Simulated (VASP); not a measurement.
## SnTe in VASP 6.6.1, single-point calculation

INCAR

```
NELM = 120
LREAL = .FALSE.
PREC = Accurate
ISIF = 2
NSW = 0
EDIFF = 1E-7
AMIX = 0.8
GGA = PE
LWAVE = .FALSE.
ENCUT = 520
ISMEAR = -1
NBANDS = 17
IBRION = -1
LCHARG = .FALSE.
SIGMA = 0.02
LASPH = .TRUE.
```

KPOINTS

```
KPOINTS created by Atomic Simulation Environment
0
Gamma
8 8 8
0 0 0
```

POSCAR

```
Sn Te
 1.0000000000000000
     0.0000000000000000    3.0209336986999999    3.0209336986999999
     3.0209336986999999    0.0000000000000000    3.0209336986999999
     3.0209336986999999    3.0209336986999999    0.0000000000000000
 Sn  Te
   1   1
Cartesian
  0.0000000000000000  0.0000000000000000  0.0000000000000000
  3.0209336987000008  3.0209336987000008  3.0209336987000008
```

The recommended PBE PAW datasets give the neutral cell 20 valence electrons.

Command

```
mpirun -np 1 vasp_std
```

Task: Predict the outcome of this run.

Result: It converged. Results: gap between bands v and c on the k mesh 0.21 eV; least direct gap on the k mesh 0.22 eV; pressure 10.7 GPa. Band v is the last that the valence electrons fill when counted band by band, and c is the next.

OSZICAR

```
N       E                     dE             d eps       ncg     rms          rms(c)
DAV:   1     0.129581933584E+03    0.12958E+03   -0.96263E+03   995   0.144E+03
DAV:   2     0.462977979642E+01   -0.12495E+03   -0.12114E+03  1042   0.348E+02
DAV:   3    -0.696987184766E+01   -0.11600E+02   -0.11506E+02  1301   0.908E+01
DAV:   4    -0.727494638270E+01   -0.30507E+00   -0.30489E+00  1149   0.152E+01
DAV:   5    -0.728714238707E+01   -0.12196E-01   -0.12196E-01  1438   0.301E+00    0.658E+00
DAV:   6    -0.726193281612E+01    0.25210E-01   -0.20350E-01  1350   0.354E+00    0.355E+00
DAV:   7    -0.726213585569E+01   -0.20304E-03   -0.53916E-02  1398   0.222E+00    0.884E-01
DAV:   8    -0.725961970299E+01    0.25162E-02   -0.78979E-03  1424   0.753E-01    0.129E-01
DAV:   9    -0.725972036981E+01   -0.10067E-03   -0.10453E-03  1129   0.174E-01    0.134E-01
DAV:  10    -0.725971042658E+01    0.99432E-05   -0.30779E-05  1184   0.373E-02    0.114E-01
DAV:  11    -0.725970632711E+01    0.40995E-05   -0.92827E-06  1307   0.320E-02    0.345E-02
DAV:  12    -0.725970395183E+01    0.23753E-05   -0.97214E-06  1365   0.176E-02    0.143E-02
DAV:  13    -0.725970380509E+01    0.14673E-06   -0.87088E-07  1123   0.588E-03    0.608E-03
DAV:  14    -0.725970362923E+01    0.17586E-06   -0.90824E-09   611   0.104E-03    0.346E-03
DAV:  15    -0.725970350068E+01    0.12856E-06   -0.11938E-08   568   0.120E-03    0.103E-04
DAV:  16    -0.725970351518E+01   -0.14503E-07   -0.20095E-09   549   0.392E-04
   1 F= -.72597035E+01 E0= -.72596687E+01  d E =-.696405E-04
```

For comparison, a separate PBE run of the intended cell, on usual settings and not on those above, gives a gap of 0.21 eV on its mesh and a pressure of 10.7 GPa.
